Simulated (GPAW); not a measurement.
# GaSb (F-43m) in GPAW: relaxation of cell and atoms with PBE

Aim: the relaxation of cell and atoms of GaSb with PBE.

Everything below comes from runs of GPAW 26.7.0. Logs are shortened: lines on timing, memory, paths and dates and some standing lists are left out, and cuts for length are marked. The log counts tension as positive stress, the text compression.

## 1. Starting point

The structure is cubic, space group F-43m (No. 216). Conventional cell: a = 6.118 Å, b = 6.118 Å, c = 6.118 Å, α = 90.00°, β = 90.00°, γ = 90.00°. Sb (site symmetry -43m) has 4 Ga at 2.65 Å as nearest neighbours. Ga (site symmetry -43m) has 4 Sb at 2.65 Å as nearest neighbours.

## 2. Relaxation of cell and atoms, PBE, target pressure 30 GPa, at which the enthalpy is minimised

Contents of run.py:

```python
from ase import Atoms
from ase.filters import FrechetCellFilter
from ase.io import write
from ase.optimize import BFGS
from ase.units import GPa
from gpaw import GPAW, PW

atoms = Atoms(['Sb', 'Ga'],
              cell=[[0.0, 3.059, 3.059],
                    [3.059, 0.0, 3.059],
                    [3.059, 3.059, 0.0]],
              scaled_positions=[[0.75, 0.75, 0.75],
                                [0.0, 0.0, 0.0]],
              pbc=True)

calc = GPAW(mode=PW(600),
            xc='PBE',
            kpts={'size': (8, 8, 8), 'gamma': True},
            occupations={'name': 'fermi-dirac', 'width': 0.05},
            nbands=18,
            convergence={'density': 1e-05, 'forces': 0.0001},
            maxiter=150,
            txt='gpaw.txt')
atoms.calc = calc
opt = BFGS(FrechetCellFilter(atoms, scalar_pressure=30 * GPa), trajectory='relax.traj', logfile='-')
done = opt.run(fmax=0.02, steps=60)
calc.write('gs.gpw')
write('result.traj', atoms)
print('Converged:', done)
print('Cell:', atoms.cell.cellpar().round(4))
print('Volume:', round(atoms.get_volume(), 4))
print(atoms.get_scaled_positions().round(5))
```

Potentials or basis: GPAW PAW data sets (gpaw-data 1.2.1), pw.

Command:

```bash
$ OMP_NUM_THREADS=1 python run.py
```

gpaw.txt:

```text
__  _  _
 | _ |_)|_||  |
 |__||  | ||/\| - 26.7.0

Input parameters:
  mode=PW(ecut=600.0),
  convergence={'density': 1e-05, 'forces': 0.0001},
  kpts=MonkhorstPack(size=(8, 8, 8), gamma=True),
  maxiter=150,
  nbands=18,
  occupations=Occupations(name='fermi-dirac', width=0.05),
  xc=XC(name='PBE')

Diagonalizing LCAO Hamiltonian
Converting LCAO to pw mode

                     Sb

       Ga

Atoms  # Å, Bohr magnetons
|   | symbol |        x |        y |        z |    initial magnetic moments |
|---|--------|----------|----------|----------|-----------------------------|
| 0 |     Sb | 4.588500 | 4.588500 | 4.588500 | ( 0.0000,  0.0000,  0.0000) |
| 1 |     Ga | 0.000000 | 0.000000 | 0.000000 | ( 0.0000,  0.0000,  0.0000) |

Unit cell  # Å
| periodic |        x |        y |        z |  lengths |    angles |
|----------|----------|----------|----------|----------|-----------|
|      yes | 0.000000 | 3.059000 | 3.059000 | 4.326079 | 60.000000 |
|      yes | 3.059000 | 0.000000 | 3.059000 | 4.326079 | 60.000000 |
|      yes | 3.059000 | 3.059000 | 0.000000 | 4.326079 | 60.000000 |

Number of symmetries: 24
Symmetry operations  # r_c * U_cc + t_c -> r_c
|    | kind |            matrix            |
|----|------|------------------------------|
|  0 |  E   |  1, 0, 0,  0, 1, 0,  0, 0, 1 |
|  1 |  σ   |  1, 0, 0,  0, 0, 1,  0, 1, 0 |
|  2 |  σ   |  1, 0,-1,  0, 1,-1,  0, 0,-1 |
|  3 |  C3  |  1, 0,-1,  0, 0,-1,  0, 1,-1 |
|  4 |  C3  |  1,-1, 0,  0,-1, 1,  0,-1, 0 |
|  5 |  σ   |  1,-1, 0,  0,-1, 0,  0,-1, 1 |
|  6 |  σ   |  0, 1, 0,  1, 0, 0,  0, 0, 1 |
|  7 |  C3  |  0, 1, 0,  0, 0, 1,  1, 0, 0 |
|  8 |  C2  |  0, 1,-1,  1, 0,-1,  0, 0,-1 |
|  9 |  S4  |  0, 1,-1,  0, 0,-1,  1, 0,-1 |
| 10 |  C3  |  0, 0, 1,  1, 0, 0,  0, 1, 0 |
| 11 |  σ   |  0, 0, 1,  0, 1, 0,  1, 0, 0 |
| 12 |  S4  |  0, 0,-1,  1, 0,-1,  0, 1,-1 |
| 13 |  C3  |  0, 0,-1,  0, 1,-1,  1, 0,-1 |
| 14 |  S4  |  0,-1, 1,  1,-1, 0,  0,-1, 0 |
| 15 |  C2  |  0,-1, 1,  0,-1, 0,  1,-1, 0 |
| 16 |  C3  |  0,-1, 0,  1,-1, 0,  0,-1, 1 |
| 17 |  S4  |  0,-1, 0,  0,-1, 1,  1,-1, 0 |
| 18 |  S4  | -1, 1, 0, -1, 0, 1, -1, 0, 0 |
| 19 |  C3  | -1, 1, 0, -1, 0, 0, -1, 0, 1 |
| 20 |  C3  | -1, 0, 1, -1, 1, 0, -1, 0, 0 |
| 21 |  S4  | -1, 0, 1, -1, 0, 0, -1, 1, 0 |
| 22 |  σ   | -1, 0, 0, -1, 1, 0, -1, 0, 1 |
| 23 |  C2  | -1, 0, 0, -1, 0, 1, -1, 1, 0 |

BZ-sampling:
  Number of BZ points: 512
  Number of IBZ points: 29

  Monkhorst-Pack size: [8, 8, 8]
  Monkhorst-Pack shift: [0.0625, 0.0625, 0.0625]
[... 144 lines left out ...]
Energy contributions:
  Kinetic:          12.445375
  Coulomb:         -10.938682
  Zero:              0.192573
  External:          0.000000
  Xc:               -9.345426
  Entropy:          -0.000428
  Spinorbit:         0.000000
  ----------------------------
  Free energy:      -7.646589
  Extrapolated:     -7.646375

dipole moment: (-11.037208, -11.037208, -11.037208)  # |e|*Ang

Fermi level: 4.966
Eigenvalues  # (at kpt = [0.000, 0.000, 0.000])
| band index |      eig [eV] | occ [0-2] |
|------------|---------------|-----------|
|          0 |       -23.868 |     2.000 |
|          1 |       -23.868 |     2.000 |
|          2 |       -23.868 |     2.000 |
|          3 |       -23.852 |     2.000 |
|          4 |       -23.852 |     2.000 |
|          5 |        -6.562 |     2.000 |
[... 10 lines left out ...]
|         16 |        14.424 |     0.000 |
|         17 |        14.424 |     0.000 |

Gap: 0.092 eV
Transition (v -> c):
  (s=0, k=0, n=8, [0.00, 0.00, 0.00]) -> (s=0, k=0, n=9, [0.00, 0.00, 0.00])
No difference between direct/indirect transitions

Stress tensor  # eV/Ang^3
|         x |         y |         z |
|-----------|-----------|-----------|
| -0.014654 |  0.000000 |  0.000000 |
|  0.000000 | -0.014654 | -0.000000 |
|  0.000000 | -0.000000 | -0.014654 |

Forces  # eV/Ang
|       x |        y |        z |
|---------|----------|----------|
| 0.00000 | -0.00000 | -0.00000 |  # Sb   0
| 0.00000 | -0.00000 |  0.00000 |  # Ga   1

Interpolating wave functions to new cell

                     Sb

       Ga

Atoms  # Å, Bohr magnetons
|   | symbol |        x |         y |        z |    initial magnetic moments |
|---|--------|----------|-----------|----------|-----------------------------|
| 0 |     Sb | 4.429404 |  4.429404 | 4.429404 | ( 0.0000,  0.0000,  0.0000) |
| 1 |     Ga | 0.000000 | -0.000000 | 0.000000 | ( 0.0000,  0.0000,  0.0000) |

Unit cell  # Å
| periodic |        x |        y |        z |  lengths |    angles |
|----------|----------|----------|----------|----------|-----------|
|      yes | 0.000000 | 2.952936 | 2.952936 | 4.176082 | 60.000000 |
|      yes | 2.952936 | 0.000000 | 2.952936 | 4.176082 | 60.000000 |
|      yes | 2.952936 | 2.952936 | 0.000000 | 4.176082 | 60.000000 |

Number of symmetries: 24
Symmetry operations  # r_c * U_cc + t_c -> r_c
|    | kind |            matrix            |
|----|------|------------------------------|
|  0 |  E   |  1, 0, 0,  0, 1, 0,  0, 0, 1 |
|  1 |  σ   |  1, 0, 0,  0, 0, 1,  0, 1, 0 |
|  2 |  σ   |  1, 0,-1,  0, 1,-1,  0, 0,-1 |
|  3 |  C3  |  1, 0,-1,  0, 0,-1,  0, 1,-1 |
|  4 |  C3  |  1,-1, 0,  0,-1, 1,  0,-1, 0 |
|  5 |  σ   |  1,-1, 0,  0,-1, 0,  0,-1, 1 |
|  6 |  σ   |  0, 1, 0,  1, 0, 0,  0, 0, 1 |
|  7 |  C3  |  0, 1, 0,  0, 0, 1,  1, 0, 0 |
|  8 |  C2  |  0, 1,-1,  1, 0,-1,  0, 0,-1 |
|  9 |  S4  |  0, 1,-1,  0, 0,-1,  1, 0,-1 |
| 10 |  C3  |  0, 0, 1,  1, 0, 0,  0, 1, 0 |
| 11 |  σ   |  0, 0, 1,  0, 1, 0,  1, 0, 0 |
| 12 |  S4  |  0, 0,-1,  1, 0,-1,  0, 1,-1 |
| 13 |  C3  |  0, 0,-1,  0, 1,-1,  1, 0,-1 |
| 14 |  S4  |  0,-1, 1,  1,-1, 0,  0,-1, 0 |
| 15 |  C2  |  0,-1, 1,  0,-1, 0,  1,-1, 0 |
| 16 |  C3  |  0,-1, 0,  1,-1, 0,  0,-1, 1 |
| 17 |  S4  |  0,-1, 0,  0,-1, 1,  1,-1, 0 |
| 18 |  S4  | -1, 1, 0, -1, 0, 1, -1, 0, 0 |
| 19 |  C3  | -1, 1, 0, -1, 0, 0, -1, 0, 1 |
| 20 |  C3  | -1, 0, 1, -1, 1, 0, -1, 0, 0 |
| 21 |  S4  | -1, 0, 1, -1, 0, 0, -1, 1, 0 |
| 22 |  σ   | -1, 0, 0, -1, 1, 0, -1, 0, 1 |
| 23 |  C2  | -1, 0, 0, -1, 0, 1, -1, 1, 0 |
[... 165 lines left out ...]
Fermi level: 6.356
Eigenvalues  # (at kpt = [0.000, 0.000, 0.000])
| band index |      eig [eV] | occ [0-2] |
|------------|---------------|-----------|
|          0 |       -22.916 |     2.000 |
|          1 |       -22.916 |     2.000 |
|          2 |       -22.916 |     2.000 |
|          3 |       -22.892 |     2.000 |
|          4 |       -22.892 |     2.000 |
|          5 |        -6.198 |     2.000 |
[... 10 lines left out ...]
|         16 |        15.653 |     0.000 |
|         17 |        15.653 |     0.000 |

Gap: 0.688 eV
Transition (v -> c):
  (s=0, k=0, n=8, [0.00, 0.00, 0.00]) -> (s=0, k=28, n=9, [0.50, 0.50, 0.50])
Direct/indirect transitions are different
Direct gap: 0.889 eV
Transition at: (s=0, k=0, n=8, [0.00, 0.00, 0.00])

Stress tensor  # eV/Ang^3
|         x |         y |         z |
|-----------|-----------|-----------|
| -0.062385 |  0.000000 | -0.000000 |
|  0.000000 | -0.062385 | -0.000000 |
| -0.000000 | -0.000000 | -0.062385 |

Forces  # eV/Ang
|       x |        y |       z |
|---------|----------|---------|
| 0.00000 |  0.00000 | 0.00000 |  # Sb   0
| 0.00000 | -0.00000 | 0.00000 |  # Ga   1

Interpolating wave functions to new cell

                    Sb

       Ga

Atoms  # Å, Bohr magnetons
|   | symbol |        x |         y |        z |    initial magnetic moments |
|---|--------|----------|-----------|----------|-----------------------------|
| 0 |     Sb | 4.147504 |  4.147504 | 4.147504 | ( 0.0000,  0.0000,  0.0000) |
| 1 |     Ga | 0.000000 | -0.000000 | 0.000000 | ( 0.0000,  0.0000,  0.0000) |

Unit cell  # Å
| periodic |        x |        y |        z |  lengths |    angles |
|----------|----------|----------|----------|----------|-----------|
|      yes | 0.000000 | 2.765002 | 2.765002 | 3.910304 | 60.000000 |
|      yes | 2.765002 | 0.000000 | 2.765002 | 3.910304 | 60.000000 |
|      yes | 2.765002 | 2.765002 | 0.000000 | 3.910304 | 60.000000 |

Number of symmetries: 24
Symmetry operations  # r_c * U_cc + t_c -> r_c
|    | kind |            matrix            |
|----|------|------------------------------|
|  0 |  E   |  1, 0, 0,  0, 1, 0,  0, 0, 1 |
|  1 |  σ   |  1, 0, 0,  0, 0, 1,  0, 1, 0 |
|  2 |  σ   |  1, 0,-1,  0, 1,-1,  0, 0,-1 |
|  3 |  C3  |  1, 0,-1,  0, 0,-1,  0, 1,-1 |
|  4 |  C3  |  1,-1, 0,  0,-1, 1,  0,-1, 0 |
|  5 |  σ   |  1,-1, 0,  0,-1, 0,  0,-1, 1 |
|  6 |  σ   |  0, 1, 0,  1, 0, 0,  0, 0, 1 |
|  7 |  C3  |  0, 1, 0,  0, 0, 1,  1, 0, 0 |
|  8 |  C2  |  0, 1,-1,  1, 0,-1,  0, 0,-1 |
|  9 |  S4  |  0, 1,-1,  0, 0,-1,  1, 0,-1 |
| 10 |  C3  |  0, 0, 1,  1, 0, 0,  0, 1, 0 |
| 11 |  σ   |  0, 0, 1,  0, 1, 0,  1, 0, 0 |
| 12 |  S4  |  0, 0,-1,  1, 0,-1,  0, 1,-1 |
| 13 |  C3  |  0, 0,-1,  0, 1,-1,  1, 0,-1 |
| 14 |  S4  |  0,-1, 1,  1,-1, 0,  0,-1, 0 |
| 15 |  C2  |  0,-1, 1,  0,-1, 0,  1,-1, 0 |
| 16 |  C3  |  0,-1, 0,  1,-1, 0,  0,-1, 1 |
| 17 |  S4  |  0,-1, 0,  0,-1, 1,  1,-1, 0 |
| 18 |  S4  | -1, 1, 0, -1, 0, 1, -1, 0, 0 |
| 19 |  C3  | -1, 1, 0, -1, 0, 0, -1, 0, 1 |
| 20 |  C3  | -1, 0, 1, -1, 1, 0, -1, 0, 0 |
| 21 |  S4  | -1, 0, 1, -1, 0, 0, -1, 1, 0 |
| 22 |  σ   | -1, 0, 0, -1, 1, 0, -1, 0, 1 |
| 23 |  C2  | -1, 0, 0, -1, 0, 1, -1, 1, 0 |
[... 675 lines left out ...]
Eigenvalues  # (at kpt = [0.000, 0.000, 0.000])
| band index |      eig [eV] | occ [0-2] |
|------------|---------------|-----------|
|          0 |       -21.335 |     2.000 |
|          1 |       -21.335 |     2.000 |
|          2 |       -21.335 |     2.000 |
|          3 |       -21.294 |     2.000 |
|          4 |       -21.294 |     2.000 |
|          5 |        -5.581 |     2.000 |
[... 10 lines left out ...]
|         16 |        17.714 |     0.000 |
|         17 |        17.714 |     0.000 |

Gap: 0.416 eV
Transition (v -> c):
  (s=0, k=0, n=8, [0.00, 0.00, 0.00]) -> (s=0, k=12, n=9, [0.38, 0.38, 0.00])
Direct/indirect transitions are different
Direct gap: 2.192 eV
Transition at: (s=0, k=0, n=8, [0.00, 0.00, 0.00])

Stress tensor  # eV/Ang^3
|         x |         y |         z |
|-----------|-----------|-----------|
| -0.187110 | -0.000000 |  0.000000 |
| -0.000000 | -0.187110 |  0.000000 |
|  0.000000 |  0.000000 | -0.187110 |

Forces  # eV/Ang
|        x |        y |        z |
|----------|----------|----------|
|  0.00000 | -0.00000 | -0.00000 |  # Sb   0
| -0.00000 |  0.00000 |  0.00000 |  # Ga   1

# Writing to gs.gpw (mode='')
```

Run time: 65 s. Hardware: 1 thread of Arm Neoverse V2, shared host; peak memory 0.23 GiB.

Results:

| Item | Value |
| --- | --- |
| Free energy | -6.5444 eV |
| Relaxed volume | 21.93 Å³/atom |
| Relaxed cell | a = 3.959 Å, b = 3.959 Å, c = 3.959 Å, α = 60.00°, β = 60.00°, γ = 60.00° |
| Space group after relaxing (to 0.05 Å) | F-43m (No. 216) |
| Energy change on relaxing (the enthalpy is what falls) | +551.0 meV/atom |
| Ionic steps | 5 |
| Pressure after relaxing | 30.0 GPa |
| Band gap on the k mesh | 0.42 eV, indirect (least direct gap 2.19 eV) |

The path:
```tsv
step	energy change (eV)	largest force (eV/Å)	pressure (GPa)	volume (Å³)
1	0.0000	0.0000	2.35	57.25
2	0.2087	0.0000	10.00	51.50
3	1.4301	0.0000	36.45	42.28
4	1.0653	0.0000	29.24	44.06
5	1.1021	0.0000	29.98	43.86
```

Final structure:
```yaml
crystal:
  lattice:
    - [0.00000, 2.79912, 2.79912]
    - [2.79912, 0.00000, 2.79912]
    - [2.79912, 2.79912, 0.00000]
  atoms:
    - { symbol: Sb, position: [0.75000, 0.75000, 0.75000] }
    - { symbol: Ga, position: [0.00000, 0.00000, 0.00000] }
```

Levels at points of the mesh, in eV from the valence-band top:
| k point | band 7 | band 8 | band 9 | band 10 | band 11 | band 12 |
| --- | --- | --- | --- | --- | --- | --- |
| (0.00, 0.00, 0.00) | 0.00 | 0.00 | 0.00 | 2.19 | 2.68 | 2.68 |
| (0.50, 0.50, 0.00) | -8.20 | -3.67 | -3.67 | 0.48 | 0.64 | 10.63 |
| (0.50, 0.50, 0.50) | -7.97 | -1.66 | -1.66 | 1.11 | 3.70 | 3.70 |

Caveat: later steps reuse the first step's grids; the volume moved by over 15 % at a fixed basis, so the end points are rough; spin-orbit coupling is left out, which moves the levels of the heavy elements.
